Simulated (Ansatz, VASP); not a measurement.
This is a calculation of GaSb for Ansatz 0.2.0.

Contents of input.yaml:

```yaml
crystal:
  lattice:
    - [0.0, 3.059, 3.059]
    - [3.059, 0.0, 3.059]
    - [3.059, 3.059, 0.0]
  atoms:
    - { symbol: Sb, position: [0.75, 0.75, 0.75] }
    - { symbol: Ga, position: [0.0, 0.0, 0.0] }
hamiltonian:
  xc: pbe
  pseudopotentials: { kind: paw }
kpoints:
  mp_grid: { grid: [8, 8, 8] }
scf:
  occupations: { method: gaussian, width: 0.03 }
output:
  forces: true
  stress: true
  eigenvalues: true
```

Potentials or basis: Ansatz PAW.

Run with:

```console
$ ansatz run input.yaml --threads 2 --pin off --max-ram 5632MiB --backend cpu --events-out ev --progress --plain --runs-dir out
```

**Question.** Set up the same calculation for VASP 6.6.1. Potentials there: VASP PAW PBE potentials, release 64 (Sb, Ga_d).

**Answer.** As run (the cutoff follows the program's own potentials):

Contents of INCAR:

```
SYSTEM = GaSb
PREC = Accurate
ENCUT = 520
EDIFF = 1E-6
ISMEAR = 0
SIGMA = 0.03
LREAL = .FALSE.
LASPH = .TRUE.
NELM = 60
ALGO = Fast
ISIF = 2
LWAVE = .FALSE.
LCHARG = .FALSE.
GGA = PE
NBANDS = 16
```

File KPOINTS:

```
Automatic mesh
0
G
  8 8 8
  0 0 0
```

The input POSCAR:

```
GaSb
1.0
    0.0000000000      3.0590000000      3.0590000000
    3.0590000000      0.0000000000      3.0590000000
    3.0590000000      3.0590000000      0.0000000000
Sb Ga
1 1
Direct
    0.7500000000      0.7500000000      0.7500000000
    0.0000000000      0.0000000000      0.0000000000
```

Potentials or basis: VASP PAW PBE potentials, release 64 (Sb, Ga_d).

Command:

```console
$ cat potpaw_PBE.64/Sb/POTCAR potpaw_PBE.64/Ga_d/POTCAR > POTCAR
$ mpirun -np 1 vasp_std > vasp.out
```

Both were run:

|  | VASP | Ansatz | Ansatz less VASP |
| --- | --- | --- | --- |
| gap on the k mesh at the Fermi level (eV) | 0.04 | 0.03 | -0.002 |
| least direct gap on the mesh (eV) | 0.04 | 0.03 | -0.002 |
| pressure (GPa) | 2.4 | 2.3 | -0.09 |

The functional is the same, so the differences come from potentials, cutoffs and numerics. The two sets of potentials don't hold the same shells in valence.

Caveats: spin-orbit coupling is left out, which moves the levels of the heavy elements. A k mesh can miss the band edges. Expect the measured gap to be larger: semilocal functionals such as PBE lack the derivative discontinuity.
